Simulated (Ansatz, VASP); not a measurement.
**Ir in VASP and in Ansatz**

Contents of INCAR:

```
SYSTEM = Ir
PREC     = Accurate       ! precision mode
ENCUT    = 520            ! plane-wave cutoff, eV
EDIFF    = 1E-6           ! SCF threshold, eV
ISMEAR   = 0              ! smearing method
SIGMA    = 0.1            ! smearing width, eV
LREAL    = .False.        ! projectors in reciprocal space
LASPH    = .True.         ! aspherical terms in the spheres
NELM     = 100            ! most SCF steps
ALGO     = Normal         ! electronic algorithm
ISIF     = 2              ! what is computed and relaxed
LWAVE    = .False.        ! write WAVECAR
LCHARG   = .False.        ! write CHGCAR
GGA      = PE             ! functional
NBANDS   = 26             ! bands
```

KPOINTS

```
Automatic mesh
0
Gamma
  6 6 4
  0 0 0
```

Contents of POSCAR:

```
Ir
1.0
    1.5276580251     -4.8460450948      0.0000000000
    1.5276580251      4.8460450948      0.0000000000
    0.0000000000      0.0000000000      4.0429861934
Ir
4
Direct
    0.0980000000      0.9020000000      0.9100000000
    0.5980000000      0.4020000000      0.5900000000
    0.9020000000      0.0980000000      0.0900000000
    0.4020000000      0.5980000000      0.4100000000
```

Input for Ansatz:

```yaml
crystal:
  lattice:
    - [1.5276580251, -4.8460450948, 0.0]
    - [1.5276580251, 4.8460450948, 0.0]
    - [0.0, 0.0, 4.0429861934]
  atoms:
    - { symbol: Ir, position: [0.098, 0.902, 0.91] }
    - { symbol: Ir, position: [0.598, 0.402, 0.59] }
    - { symbol: Ir, position: [0.902, 0.098, 0.09] }
    - { symbol: Ir, position: [0.402, 0.598, 0.41] }
basis:
  ecutwfc: 420
kpoints:
  mp_grid: { grid: [6, 6, 4] }
hamiltonian:
  xc: pbe
scf:
  occupations: { method: gaussian, width: 0.1 }
  lower_state_search: "off"
output:
  forces: true
  stress: true
  eigenvalues: true
```

Alike in both runs: task single point; functional PBE; k mesh 6 × 6 × 4; occupations gaussian, width 0.1 eV; no spin polarisation.

|  | VASP | Ansatz |
| --- | --- | --- |
| version | VASP 6.6.1 | Ansatz 0.2.0 |
| potentials or method | VASP PAW PBE potentials, release 64 (Ir) | scalar-relativistic, plane waves, PAW |
| plane-wave cutoff (eV) | 520 | 420 |
| valence electrons in the cell | 36 | 68 |

```tsv
	VASP	Ansatz	Ansatz less VASP
gap on the k mesh at the Fermi level (eV)	none	none	-
rms of the force components (eV/Å)	12.540	14.005	+1.4651
```

Atom by atom the forces differ by 1.512 eV/Å (rms over components). A gap of «none» marks a metal or a gap that the smearing closes. The functional is the same, so the differences come from potentials, cutoffs and numerics. The two sets of potentials don't hold the same shells in valence.

Caveats: the k mesh is coarse (spacing up to 0.39 Å⁻¹), so the values aren't converged; forces of over 1 eV/Å show positions far from the minimum, so gaps and moduli don't describe the material at rest. The runs have no spin-orbit coupling, so splittings on Ir are missing.
